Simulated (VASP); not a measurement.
# TePb (Fm-3m) in VASP: further runs

The runs below take TePb through single point, with PBE-based screened hybrid with 25 % exact exchange.

Everything below comes from runs of VASP 6.6.1. Logs are shortened: lines on timing, memory, paths and dates and some standing lists are left out, and cuts for length are marked.

**The experiment to reproduce.**

From a printed reference work, monograph, for a bulk crystal of TePb at 4.2 K: band gap 0.19 eV (direct).

The results are compared with them further down.

### 1 The cell of the first run

Symmetry: Fm-3m, No. 225, cubic system. The conventional cell has a = 6.547 Å, b = 6.547 Å, c = 6.547 Å, α = 90.00°, β = 90.00°, γ = 90.00°. Within 4.3 Å of Pb (site symmetry m-3m) lie 6 Te at 3.27 Å. Within 4.3 Å of Te (site symmetry m-3m) lie 6 Pb at 3.27 Å.

### 2 Single point, PBE-based screened hybrid with 25 % exact exchange

POSCAR reads:

```
TePb
1.0
    0.0000000000      3.2735180337      3.2735180337
    3.2735180337      0.0000000000      3.2735180337
    3.2735180337      3.2735180337      0.0000000000
Pb Te
1 1
Direct
    0.0000000000      0.0000000000      0.0000000000
    0.5000000000      0.5000000000      0.5000000000
```

INCAR.step1 reads:

```
  PREC = Accurate
  ENCUT = 520
  EDIFF = 1E-5
  ISMEAR = -1
  SIGMA = 0.05
  LREAL = False
  LASPH = True
  NELM = 80
  ALGO = Normal
  ISIF = 2
  LWAVE = True
  NBANDS = 17
  GGA = PE
```

INCAR.step2 reads:

```
  PREC = Accurate
  ENCUT = 520
  EDIFF = 1E-6
  ISMEAR = -1
  SIGMA = 0.05
  LREAL = False
  LASPH = True
  NELM = 80
  ALGO = Normal
  ISIF = 2
  LWAVE = False
  LCHARG = True
  GGA = PE
  LHFCALC = True
  AEXX = 0.25
  HFSCREEN = 0.3
  PRECFOCK = Normal
  LELF = True
  LVHAR = True
  NBANDS = 17
  ISTART = 1
```

KPOINTS reads:

```
regular mesh
0
Gamma
  4 4 4
```

Potentials or basis: VASP PAW PBE potentials, release 64 (Pb_d, Te).

Started as:

```
$ cat potpaw_PBE.64/Pb_d/POTCAR potpaw_PBE.64/Te/POTCAR > POTCAR
$ cp INCAR.step1 INCAR
$ mpirun -np 1 vasp_std > vasp.out
$ cp INCAR.step2 INCAR
$ mpirun -np 1 vasp_std > vasp.out
```

OUTCAR:

```text
PREC = Accurate
   ENCUT = 520
   EDIFF = 1E-6
   ISMEAR = -1
   LREAL = False
   LASPH = True
   NELM = 80
   ISIF = 2
   GGA = PE
   LHFCALC = True
   AEXX = 0.25
   HFSCREEN = 0.3
   PRECFOCK = Normal
   ISTART = 1

 ion  position               nearest neighbor table
   1  0.000  0.000  0.000-   2 3.27   2 3.27   2 3.27   2 3.27   2 3.27   2 3.27
   2  0.500  0.500  0.500-   1 3.27   1 3.27   1 3.27   1 3.27   1 3.27   1 3.27

  LATTYP: Found a face centered cubic cell.
 ALAT       =     6.5470360674

  Lattice vectors:

 A1 = (   0.0000000000,   3.2735180337,   3.2735180337)
 A2 = (   3.2735180337,   0.0000000000,   3.2735180337)
 A3 = (   3.2735180337,   3.2735180337,   0.0000000000)

Analysis of symmetry for initial positions (statically):
=====================================================================
 Subroutine PRICEL returns:
 Original cell was already a primitive cell.

 Routine SETGRP: Setting up the symmetry group for a
 face centered cubic supercell.

 Subroutine GETGRP returns: Found 48 space group operations
 (whereof 48 operations were pure point group operations)
 out of a pool of 48 trial point group operations.

The static configuration has the point symmetry O_h .

Analysis of symmetry for dynamics (positions and initial velocities):
=====================================================================
 Subroutine PRICEL returns:
 Original cell was already a primitive cell.

 Routine SETGRP: Setting up the symmetry group for a
 face centered cubic supercell.

 Subroutine GETGRP returns: Found 48 space group operations
 (whereof 48 operations were pure point group operations)
 out of a pool of 48 trial point group operations.

The dynamic configuration has the point symmetry O_h .

 Subroutine INISYM returns: Found 48 space group operations
 (whereof 48 operations are pure point group operations),
 and found     1 'primitive' translations

----------------------------------------------------------------------------------------

                                     Primitive cell

  volume of cell :      70.1575

  direct lattice vectors                    reciprocal lattice vectors
[... 72 lines left out ...]
   EDIFFG = 0.1E-04   stopping-criterion for IOM
   NSW    =      0    number of steps for IOM
   IBRION =     -1    ionic relax: 0-MD 1-quasi-New 2-CG
   NFREE  =      0    steps in history (QN), initial steepest desc. (CG)
   ISIF   =      2    stress and relaxation
   ISYM   =      3    0-nonsym 1-usesym 2-fastsym
   POTIM  = 0.5000    time-step for ionic-motion
   TEBEG  =    0.0;   TEEND  =   0.0 temperature during run
   PSTRESS=    0.0 pullay stress
   NELECT =      20.0000    total number of electrons
   NUPDOWN=      -1.0000    fix difference up-down
   EMIN   =  10.00;   EMAX   =-10.00  energy-range for DOS
   EFERMI =   0.00;   METHOD = LEGACY
   ISMEAR =    -1;   SIGMA  =   0.05  broadening in eV -4-tet -1-fermi 0-gaus
   EFERMI_NEDOS =   21; number of points for ismear=-14 and -15
   IALGO  =     38    algorithm
   IMIX   =      1    mixing-type and parameters
     AMIX     =   0.40;   BMIX     =  1.00
     AMIX_MAG =   1.60;   BMIX_MAG =  1.00
  volume/ion in A,a.u.               =      35.08       236.72
  Fermi-wavevector in a.u.,A,eV,Ry     =   1.077441  2.036068 15.794714  1.160879
  Thomas-Fermi vector in A             =   2.213353
   LORBIT       =      0    0 simple, 1 ext, 2 COOP (PROOUT), +10 PAW based schemes
   GGA     = PE    functional components
   LHFCALC =     T    Hartree Fock is set to
   PRECFOCK=normal    Normal, Fast or Accurate (Low or Medium for compatibility)
   ENCUT4O =  -1.0   cutoff for four orbital integrals eV
   NKREDX  =     1    reduce k-point grid by
   NKREDY  =     1    reduce k-point grid by
   NKREDZ  =     1    reduce k-point grid by
   AEXX    =    0.2500 exact exchange contribution
   HFSCREEN=    0.3000 screening length (either q_TF or 0.3 A-1)
   HFSCREENC=   0.3000 screening length for correlation (either q_TF or 0.3 A-1)
   ENCUTFOCK=  -1.0 apply spherical cutoff to Coloumb kernel
   IVDW    =     0    specifies the selected vdW correction
   LEPSILON=     F    determine dielectric tensor
   LRPA    =     F    only Hartree local field effects (RPA)
 non-spin polarized calculation
  energy-cutoff  :      520.00
  volume of cell :       70.16
 maximum number of plane-waves:      1917
 NGX is ok and might be reduce to    36
  NGX = 28; NGY = 28; NGZ = 28

 number of electron      20.0000001 magnetization

 Free energy of the ion-electron system (eV)
  ---------------------------------------------------
  ext. energy  EPLUGINS =         0.00000000
  ---------------------------------------------------
  free energy    TOTEN  =        -8.65980970 eV

  energy without entropy =       -8.65980603  energy(sigma->0) =       -8.65980786

 E-fermi :   5.4356     XC(G=0):  -7.7604

 val. band max:        4.9063561648   @ k =   0.5000   0.0000   0.0000
 cond. band min:       5.9647277394   @ k =   0.5000   0.0000   0.0000
 fundamental gap:      1.0583715746
 Fermi energy:         5.4355575997

 k-point     1 :       0.0000    0.0000    0.0000
  band No.  band energies     occupation
      1     -13.4572      2.00000
      2     -13.4572      2.00000
      3     -13.4428      2.00000
      4     -13.4428      2.00000
      5     -13.4428      2.00000
      6      -7.8816      2.00000
[... 137 lines left out ...]
      4     -13.4364      2.00000
      5     -13.4209      2.00000
      6      -6.0184      2.00000
[... 9 lines left out ...]
     16      16.4625      0.00000
     17      16.4902      0.00000

------------------------ aborting loop because EDIFF is reached ----------------------------------------

  FORCE on cell =-STRESS in cart. coord.  units (eV):
  Direction    XX          YY          ZZ          XY          YZ          ZX
  --------------------------------------------------------------------------------------
  -------------------------------------------------------------------------------------
  Total       -0.2711017     -0.2711017     -0.2711017      0.0000000      0.0000000     -0.0000000
  in kB       -6.1911117     -6.1911117     -6.1911117      0.0000000      0.0000000     -0.0000000
  external PRESSURE =      -6.1911117 kB  Pullay stress =       0.0000000 kB

 VOLUME and BASIS-vectors are now :
 -----------------------------------------------------------------------------
  energy-cutoff  :      520.00
  volume of cell :       70.16
      direct lattice vectors                 reciprocal lattice vectors
     0.000000000  3.273518034  3.273518034    -0.152740872  0.152740872  0.152740872
     3.273518034  0.000000000  3.273518034     0.152740872 -0.152740872  0.152740872
     3.273518034  3.273518034  0.000000000     0.152740872  0.152740872 -0.152740872

 POSITION                                       TOTAL-FORCE (eV/Angst)
 -----------------------------------------------------------------------------------
      0.00000      0.00000      0.00000         0.000000     -0.000000      0.000000
      3.27352      3.27352      3.27352        -0.000000      0.000000     -0.000000
 -----------------------------------------------------------------------------------
    total drift:                               -0.000002     -0.000000     -0.000001

  FREE ENERGIE OF THE ION-ELECTRON SYSTEM (eV)
  ---------------------------------------------------
  free  energy   TOTEN  =        -8.6598096966 eV

  energy  without entropy=       -8.6598060277  energy(sigma->0) =       -8.65980786
```

OSZICAR.step1:

```text
N       E                     dE             d eps       ncg     rms          rms(c)
DAV:   1     0.151804042045E+03    0.15180E+03   -0.90339E+03   272   0.112E+03
DAV:   2     0.347979430686E+01   -0.14832E+03   -0.14443E+03   272   0.292E+02
DAV:   3    -0.736110953041E+01   -0.10841E+02   -0.10780E+02   362   0.870E+01
DAV:   4    -0.764614061360E+01   -0.28503E+00   -0.28489E+00   328   0.157E+01
DAV:   5    -0.765545312144E+01   -0.93125E-02   -0.93120E-02   420   0.252E+00    0.311E+00
DAV:   6    -0.751662489436E+01    0.13883E+00   -0.32003E-01   383   0.375E+00    0.189E+00
DAV:   7    -0.751266410676E+01    0.39608E-02   -0.89667E-02   364   0.139E+00    0.926E-01
DAV:   8    -0.751481499460E+01   -0.21509E-02   -0.10809E-02   325   0.104E+00    0.165E-01
DAV:   9    -0.751457462598E+01    0.24037E-03   -0.14526E-03   427   0.390E-01    0.597E-02
DAV:  10    -0.751463514678E+01   -0.60521E-04   -0.14802E-04   308   0.821E-02    0.212E-02
DAV:  11    -0.751464029330E+01   -0.51465E-05   -0.17379E-05   348   0.296E-02
   1 F= -.75146403E+01 E0= -.75146234E+01  d E =-.338093E-04
```

Run time: 15 min. Hardware: 1 thread of Intel Xeon Platinum 8259CL at 2.50GHz (Skylake/Cascade Lake), shared host; peak memory 0.32 GiB.

What came out:

* Free energy: -8.6598 eV
* Pressure: -0.6 GPa
* Band gap on the k mesh: 1.06 eV

Caveat: the PAW data sets were made with another functional, which shifts forces and pressure a little; spin-orbit coupling is left out, which moves the levels of the heavy elements.

### 3 Single point, PBE-based screened hybrid with 25 % exact exchange

This run uses another cell than the first one, of 35.75 Å³/atom.

POSCAR reads:

```
TePb
1.0
    0.0000000000      3.2943690292      3.2943690292
    3.2943690292      0.0000000000      3.2943690292
    3.2943690292      3.2943690292      0.0000000000
Pb Te
1 1
Direct
    0.0000000000      0.0000000000      0.0000000000
    0.5000000000      0.5000000000      0.5000000000
```

INCAR.step1 reads:

```
PREC = Accurate
ENCUT = 520
EDIFF = 1E-5
ISMEAR = -1
SIGMA = 0.05
LREAL = False
LASPH = True
NELM = 100
ALGO = Normal
ISIF = 2
LWAVE = True
GGA = PE
NBANDS = 17
```

INCAR.step2 reads:

```
PREC = Accurate
ENCUT = 520
EDIFF = 1E-7
ISMEAR = -1
SIGMA = 0.05
LREAL = False
LASPH = True
NELM = 100
ALGO = Normal
ISIF = 2
LWAVE = False
LCHARG = True
GGA = PE
LHFCALC = True
AEXX = 0.25
HFSCREEN = 0.3
PRECFOCK = Normal
LELF = True
LVHAR = True
ISTART = 1
NBANDS = 17
```

KPOINTS reads:

```
Automatic mesh
0
Gamma
  4 4 4
```

Potentials or basis: VASP PAW PBE potentials, release 64 (Pb_d, Te).

Started as:

```
$ cat potpaw_PBE.64/Pb_d/POTCAR potpaw_PBE.64/Te/POTCAR > POTCAR
$ cp INCAR.step1 INCAR
$ mpirun -np 1 vasp_std > vasp.out
$ cp INCAR.step2 INCAR
$ mpirun -np 1 vasp_std > vasp.out
```

OUTCAR:

```text
PREC = Accurate
   ENCUT = 520
   EDIFF = 1E-7
   ISMEAR = -1
   LREAL = False
   LASPH = True
   NELM = 100
   ISIF = 2
   GGA = PE
   LHFCALC = True
   AEXX = 0.25
   HFSCREEN = 0.3
   PRECFOCK = Normal
   ISTART = 1

 ion  position               nearest neighbor table
   1  0.000  0.000  0.000-   2 3.29   2 3.29   2 3.29   2 3.29   2 3.29   2 3.29
   2  0.500  0.500  0.500-   1 3.29   1 3.29   1 3.29   1 3.29   1 3.29   1 3.29

  LATTYP: Found a face centered cubic cell.
 ALAT       =     6.5887380584

  Lattice vectors:

 A1 = (   0.0000000000,   3.2943690292,   3.2943690292)
 A2 = (   3.2943690292,   0.0000000000,   3.2943690292)
 A3 = (   3.2943690292,   3.2943690292,   0.0000000000)

Analysis of symmetry for initial positions (statically):
=====================================================================
 Subroutine PRICEL returns:
 Original cell was already a primitive cell.

 Routine SETGRP: Setting up the symmetry group for a
 face centered cubic supercell.

 Subroutine GETGRP returns: Found 48 space group operations
[... 152 lines left out ...]
  free energy    TOTEN  =        -8.65201948 eV

  energy without entropy =       -8.65201698  energy(sigma->0) =       -8.65201823

 E-fermi :   5.2147     XC(G=0):  -7.6937

 val. band max:        4.6645274747   @ k =   0.5000   0.0000   0.0000
 cond. band min:       5.7648467888   @ k =   0.5000   0.0000   0.0000
 fundamental gap:      1.1003193142
 Fermi energy:         5.2147194702

 k-point     1 :       0.0000    0.0000    0.0000
  band No.  band energies     occupation
      1     -13.6709      2.00000
      2     -13.6709      2.00000
      3     -13.6582      2.00000
      4     -13.6582      2.00000
      5     -13.6582      2.00000
      6      -7.9571      2.00000
[... 137 lines left out ...]
      4     -13.6523      2.00000
      5     -13.6381      2.00000
      6      -6.1686      2.00000
[... 9 lines left out ...]
     16      16.1524      0.00000
     17      16.1702      0.00000

------------------------ aborting loop because EDIFF is reached ----------------------------------------

  FORCE on cell =-STRESS in cart. coord.  units (eV):
  Direction    XX          YY          ZZ          XY          YZ          ZX
  --------------------------------------------------------------------------------------
  -------------------------------------------------------------------------------------
  Total       -0.5894067     -0.5894067     -0.5894067      0.0000000      0.0000000      0.0000000
  in kB      -13.2062314    -13.2062314    -13.2062314      0.0000000      0.0000000      0.0000000
  external PRESSURE =     -13.2062314 kB  Pullay stress =       0.0000000 kB

 VOLUME and BASIS-vectors are now :
 -----------------------------------------------------------------------------
  energy-cutoff  :      520.00
  volume of cell :       71.51
      direct lattice vectors                 reciprocal lattice vectors
     0.000000000  3.294369029  3.294369029    -0.151774132  0.151774132  0.151774132
     3.294369029  0.000000000  3.294369029     0.151774132 -0.151774132  0.151774132
     3.294369029  3.294369029  0.000000000     0.151774132  0.151774132 -0.151774132

 POSITION                                       TOTAL-FORCE (eV/Angst)
 -----------------------------------------------------------------------------------
      0.00000      0.00000      0.00000        -0.000000      0.000000     -0.000000
      3.29437      3.29437      3.29437         0.000000     -0.000000      0.000000
 -----------------------------------------------------------------------------------
    total drift:                               -0.000000     -0.000000     -0.000000

  FREE ENERGIE OF THE ION-ELECTRON SYSTEM (eV)
  ---------------------------------------------------
  free  energy   TOTEN  =        -8.6520194758 eV

  energy  without entropy=       -8.6520169752  energy(sigma->0) =       -8.65201823
```

OUTCAR.step1:

```text
PREC = Accurate
   ENCUT = 520
   EDIFF = 1E-5
   ISMEAR = -1
   LREAL = False
[... 363 lines left out ...]
      0.00000      0.00000      0.00000        -0.000000     -0.000000     -0.000000
      3.29437      3.29437      3.29437         0.000000      0.000000      0.000000
 -----------------------------------------------------------------------------------
    total drift:                               -0.000000      0.000000      0.000000

  FREE ENERGIE OF THE ION-ELECTRON SYSTEM (eV)
  ---------------------------------------------------
  free  energy   TOTEN  =        -7.5148762638 eV

  energy  without entropy=       -7.5148513587  energy(sigma->0) =       -7.51486381
```

OSZICAR.step1:

```text
N       E                     dE             d eps       ncg     rms          rms(c)
DAV:   1     0.145702286647E+03    0.14570E+03   -0.90361E+03   272   0.110E+03
DAV:   2     0.303702261620E+01   -0.14267E+03   -0.13883E+03   281   0.287E+02
DAV:   3    -0.736478102240E+01   -0.10402E+02   -0.10352E+02   354   0.834E+01
DAV:   4    -0.765877615961E+01   -0.29400E+00   -0.29382E+00   376   0.150E+01
DAV:   5    -0.766569729712E+01   -0.69211E-02   -0.69208E-02   356   0.198E+00    0.297E+00
DAV:   6    -0.751684735883E+01    0.14885E+00   -0.34604E-01   404   0.385E+00    0.180E+00
DAV:   7    -0.751273640346E+01    0.41110E-02   -0.91492E-02   350   0.139E+00    0.911E-01
DAV:   8    -0.751515698003E+01   -0.24206E-02   -0.11669E-02   337   0.109E+00    0.201E-01
DAV:   9    -0.751481143739E+01    0.34554E-03   -0.19354E-03   381   0.447E-01    0.705E-02
DAV:  10    -0.751487249576E+01   -0.61058E-04   -0.17987E-04   321   0.884E-02    0.217E-02
DAV:  11    -0.751487626380E+01   -0.37680E-05   -0.34662E-05   357   0.471E-02
   1 F= -.75148763E+01 E0= -.75148638E+01  d E =-.249051E-04
```

It took 24 min on 1 thread of Intel Xeon Platinum 8259CL at 2.50GHz (Skylake/Cascade Lake), shared host; peak memory 0.32 GiB.

What came out:

```yaml
Free_energy: -8.6520 eV
Pressure: -1.3 GPa
Band_gap_on_the_k_mesh: 1.10 eV
```

Levels at points of the mesh, in eV from the valence-band top:
```
           k point  band 6  band 7  band 8  band 9  band 10  band 11  band 12  band 13  band 14  band 15
(0.00, 0.00, 0.00)  -12.62   -6.01   -1.30   -1.30    -1.30     4.53     4.53     4.53     6.36     6.36
(0.50, 0.00, 0.00)  -11.21   -8.93   -0.88   -0.88     0.00     1.10     1.69     1.69     8.91     9.73
(0.50, 0.50, 0.00)  -10.98   -7.66   -4.46   -2.75    -2.75     3.85     5.87     5.87     7.06    10.61
```

Caveat: the PAW data sets were made with another functional, which shifts forces and pressure a little; spin-orbit coupling is left out, which moves the levels of the heavy elements. A k mesh can miss the band edges.

### 4 How close it comes

Step 2. Against the measured gap of TePb, 0.19 eV (direct; 4.2 K; a printed reference work, monograph), the calculated 1.06 eV is off by +0.87 eV. Spin-orbit coupling on Pb, Te is left out. The value is that of PBE-based screened hybrid with 25 % exact exchange on a finite k mesh, which can miss the band edges, without temperature or zero-point motion.
